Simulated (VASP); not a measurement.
Set up this calculation in VASP 6.6.1, as the native input.

| Quantity | Value |
| --- | --- |
| Task | relaxation of shape and atoms at fixed volume |
| Functional | PBE |
| Potentials or basis | VASP PAW PBE potentials, release 64 (Cu) |
| Cutoff | 600 eV |
| k mesh | 18 × 18 × 10 |
| Occupations | gaussian, width 0.1 eV |
| Spin | no spin polarisation |
| Dipole correction | no |
| Further INCAR settings | ALGO = Fast; EDIFF = 1e-06; IBRION = 2; EDIFFG = -0.01; NSW = 50; ISIF = 4 |

The structure of Cu lies in POSCAR:

```
Cu
1.0
    2.5934378718      0.0000000000      0.0000000000
   -1.2967189359      2.2459830801      0.0000000000
    0.0000000000      0.0000000000      4.2350509387
Cu
2
Direct
    0.3333333333      0.6666666667      0.2500000000
    0.6666666667      0.3333333333      0.7500000000
```

This isn't the form of Cu at room conditions, which is fcc.

These files were run (other wordings do the same):

INCAR

```
SYSTEM = Cu
PREC = Accurate
ENCUT = 600
EDIFF = 1E-6
ISMEAR = 0
SIGMA = 0.1
LREAL = .False.
LASPH = .True.
NELM = 100
ALGO = Fast
ISIF = 4
LWAVE = .False.
LCHARG = .False.
GGA = PE
IBRION = 2
NSW = 50
EDIFFG = -0.01
```

KPOINTS

```
regular mesh
0
Gamma
  18 18 10
  0 0 0
```

Potentials or basis: VASP PAW PBE potentials, release 64 (Cu).

Run with:

```sh
$ cat potpaw_PBE.64/Cu/POTCAR > POTCAR
$ mpirun -np 1 vasp_std > vasp.out
```

It gave:

* Pressure after relaxing: -2.4 GPa
* Band gap on the k mesh: none (metal or under the smearing width)

Caveat: the relaxation stopped at its first step, so nothing moved.

Wall time 35 s on 1 thread of Intel(R) Xeon(R) 6975P-C (Granite Rapids), on a shared host, peak memory 0.21 GiB.
